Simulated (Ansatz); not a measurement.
The calculation used Ansatz 0.2.0, DFT PBE, scalar-relativistic, plane waves, PAW. Settings: cutoff 420 eV, Γ-centred meshes spaced at most about 0.3 Å⁻¹, and about 0.25 Å⁻¹ or finer for metals (2π included), Gaussian smearing. No spin polarisation.

Temperature and zero-point effects are left out.

Two forms of Zn₂Ga₂O₃ were relaxed alike.

A.

```
CELL_PARAMETERS angstrom
2.98056 0.00000 0.00000
-1.49028 2.58124 0.00000
0.00000 0.00000 12.86772
ATOMIC_POSITIONS crystal
Zn 0.33333 0.66667 0.59033
Zn 0.66667 0.33333 0.40967
Ga 0.33333 0.66667 0.11036
Ga 0.66667 0.33333 0.88964
O 0.33333 0.66667 0.82824
O 0.66667 0.33333 0.17176
O 0.00000 0.00000 0.00000
```

B.

```
CELL_PARAMETERS angstrom
3.03105 0.00000 0.00000
-1.51552 2.62496 0.00000
0.00000 0.00000 13.41778
ATOMIC_POSITIONS crystal
Zn 0.00000 0.00000 0.64450
Zn 0.66667 0.33333 0.81216
Ga 0.00000 0.00000 0.31684
Ga 0.66667 0.33333 0.08712
O 0.00000 0.00000 0.17988
O 0.66667 0.33333 0.36878
O 0.33333 0.66667 0.02573
```

**Question.** Which would you expect to be lower, and how large is the difference?

**Answer.** B is lower, by 17 meV/atom. A has space group P-3m1 (No. 164), 14.1 Å³/atom and no gap on its mesh; B has space group P3m1 (No. 156), 15.3 Å³/atom and no gap. Counting O atoms around Ga and Zn (those within 1.25 times the shortest such distance or 1.15 times the sum of covalent radii; a plus sign parts nearer from farther groups; the shortest distance is added where it is long for a bond; a slash parts the counts of unlike sites), A has Zn 1 from 3.1 Å, Ga 3+3 and B has Zn 3 from 3.4 Å/3+3 from 4.1 Å, Ga 4/3+3. Both come from invented guesses.

For metals, differences of a few meV/atom aren't resolved. Weakly bound directions are ill-defined at this level, which has no dispersion term (P-3m1, P3m1), and this can change margins and order among such cells. Cells relaxed within their symmetry can be saddle points.
